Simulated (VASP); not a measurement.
## LiH in VASP 6.6.1, single-point calculation

INCAR

```
NBANDS = 9
IBRION = -1
ISIF = 2
LREAL = .FALSE.
LASPH = .TRUE.
EDIFF = 1E-7
LCHARG = .FALSE.
SIGMA = 0.02
NELM = 120
PREC = Accurate
ISMEAR = -1
LWAVE = .FALSE.
METAGGA = SCAN
ENCUT = 520
NSW = 0
```

KPOINTS

```
KPOINTS created by Atomic Simulation Environment
0
Gamma
10 10 10
0 0 0
```

POSCAR

```
Li H
 1.0000000000000000
     0.0000000000000000    2.0330397637000002    1.9934559256000000
     2.0330397637000002    0.0000000000000000    1.9934559256000000
     2.0330397637000002    2.0330397637000002    0.0000000000000000
 Li  H
   1   1
Cartesian
  0.0000000000000000  0.0000000000000000  0.0000000000000000
  2.0330397636999997  2.0330397636999997  1.9934559256000000
```

The recommended PBE PAW datasets give the neutral cell 4 valence electrons.

Command

```
mpirun -np 1 vasp_std
```

OSZICAR

```
N       E                     dE             d eps       ncg     rms          rms(c)
DAV:   1    -0.301317182182E+01   -0.30132E+01   -0.14580E+03  1876   0.423E+02
DAV:   2    -0.737428867478E+01   -0.43611E+01   -0.43447E+01  2664   0.558E+01
DAV:   3    -0.742474937723E+01   -0.50461E-01   -0.50445E-01  2275   0.501E+00
DAV:   4    -0.742497933892E+01   -0.22996E-03   -0.22993E-03  2606   0.287E-01
DAV:   5    -0.742498058087E+01   -0.12420E-05   -0.12420E-05  2261   0.153E-02    0.270E+00
DAV:   6    -0.691244140434E+01    0.51254E+00   -0.16357E-01  2422   0.266E+00    0.161E+00
DAV:   7    -0.684673765145E+01    0.65704E-01   -0.21272E-01  1851   0.214E+00    0.317E-01
DAV:   8    -0.684668500153E+01    0.52650E-04   -0.83190E-03  2115   0.659E-01    0.129E-01
DAV:   9    -0.684748918697E+01   -0.80419E-03   -0.13253E-03  2272   0.261E-01    0.217E-02
DAV:  10    -0.684747778035E+01    0.11407E-04   -0.45374E-05  2146   0.471E-02    0.299E-03
DAV:  11    -0.684747486075E+01    0.29196E-05   -0.25085E-06  2255   0.141E-02    0.718E-04
DAV:  12    -0.684747423964E+01    0.62112E-06   -0.62075E-08  2444   0.168E-03    0.952E-05
DAV:  13    -0.684747423931E+01    0.32639E-09   -0.62258E-09  1434   0.685E-04
   1 F= -.68474742E+01 E0= -.68474742E+01  d E =-.157720E-13
```

Standard output (part)

```
POSCAR found type information on POSCAR LiH
 POSCAR found :  2 types and       2 ions
 LDA part: xc-table for (None), standard interpolation
 POSCAR, INCAR and KPOINTS ok, starting setup
 WAVECAR not read
 entering main loop
```

From OUTCAR

```
k-points           NKPTS =    102   k-points in BZ     NKDIM =    102   number of bands    NBANDS=      9

   NELECT =       4.0000    total number of electrons

   dimension x,y,z NGX =    24 NGY =   24 NGZ =   24
   dimension x,y,z NGXF=    48 NGYF=   48 NGZF=   48

  energy-cutoff  :      520.00
  volume of cell :       16.48
      direct lattice vectors                 reciprocal lattice vectors
     0.000000000  2.033039764  1.993455926    -0.245937147  0.245937147  0.250820695
     2.033039764  0.000000000  1.993455926     0.245937147 -0.245937147  0.250820695
     2.033039764  2.033039764  0.000000000     0.245937147  0.245937147 -0.250820695

 k-points in reciprocal lattice and weights: KPOINTS created by Atomic Simulation Env
   0.00000000  0.00000000  0.00000000       0.001
   0.10000000  0.00000000  0.00000000       0.008
   0.20000000  0.00000000  0.00000000       0.008
   0.30000000  0.00000000  0.00000000       0.008
   0.40000000  0.00000000  0.00000000       0.008
   0.50000000  0.00000000  0.00000000       0.004
   0.10000000  0.10000000  0.00000000       0.002
   0.20000000  0.10000000  0.00000000       0.008
   ...

 E-fermi :   0.2856

 k-point     1 :       0.0000    0.0000    0.0000
  band No.  band energies     occupation
      1     -46.0338      2.00000
      2      -5.6715      2.00000
      3      16.9327      0.00000
      4      18.6378      0.00000
      5      18.8313      0.00000
      6      18.8319      0.00000
      7      23.1322      0.00000
      8      23.1325      0.00000
      9      23.2462      0.00000

 k-point     2 :       0.1000    0.0000    0.0000
  band No.  band energies     occupation
      1     -46.0299      2.00000
      2      -5.4928      2.00000
      3      15.2534      0.00000
      4      17.7431      0.00000
      5      18.3122      0.00000
      6      18.3485      0.00000
      7      22.9465      0.00000
      8      24.1195      0.00000
      9      24.1279      0.00000

 k-point     3 :       0.2000    0.0000    0.0000
  band No.  band energies     occupation
      1     -46.0197      2.00000
      2      -4.9721      2.00000
      3      11.8240      0.00000
      4      16.4165      0.00000
      5      17.6160      0.00000
      6      17.7196      0.00000
      7      23.5470      0.00000
      8      23.8820      0.00000
      9      24.3374      0.00000

 k-point     4 :       0.3000    0.0000    0.0000
  band No.  band energies     occupation
      1     -46.0069      2.00000
      2      -4.1742      2.00000
      3       8.5943      0.00000
      4      15.3151      0.00000
      5      17.1984      0.00000
      6      17.4310      0.00000
      7      21.3267      0.00000
      8      21.9538      0.00000
      9      25.6276      0.00000

 k-point     5 :       0.4000    0.0000    0.0000
  band No.  band energies     occupation
      1     -45.9966      2.00000
      2      -3.3093      2.00000
      3       6.2061      0.00000
      4      14.5982      0.00000
      5      17.1898      0.00000
      6      17.5447      0.00000
      7      19.7009      0.00000
      8      20.2236      0.00000
      9      27.5200      0.00000

 ...

  Total       -0.2140775     -0.2140775     -0.0750406      0.0000000      0.0000000     -0.0000000
  in kB      -20.8138868    -20.8138868     -7.2958943      0.0000000      0.0000000     -0.0000000
  external PRESSURE =     -16.3078893 kB  Pullay stress =       0.0000000 kB

 POSITION                                       TOTAL-FORCE (eV/Angst)
 -----------------------------------------------------------------------------------
      0.00000      0.00000      0.00000         0.000000     -0.000000     -0.000000
      2.03304      2.03304      1.99346        -0.000000      0.000000      0.000000
 -----------------------------------------------------------------------------------
    total drift:                                0.000000     -0.000000     -0.000000

  FREE ENERGIE OF THE ION-ELECTRON SYSTEM (eV)
  ---------------------------------------------------
  free  energy   TOTEN  =        -6.8474742393 eV

  energy  without entropy=       -6.8474742393  energy(sigma->0) =       -6.84747424
```

It converged. Results: gap between bands v and c on the k mesh 3.38 eV; least direct gap on the k mesh 3.53 eV; pressure -1.6 GPa. Band v is the last that the valence electrons fill when counted band by band, and c is the next.

For comparison, a separate PBE run of the intended cell, on usual settings and not on those above, gives a gap of 2.81 eV on its mesh and a pressure of -1.1 GPa.

The run above took about 37 s on one core of a shared host (Intel Xeon Platinum 8488C) and held 0.14 GiB at most.
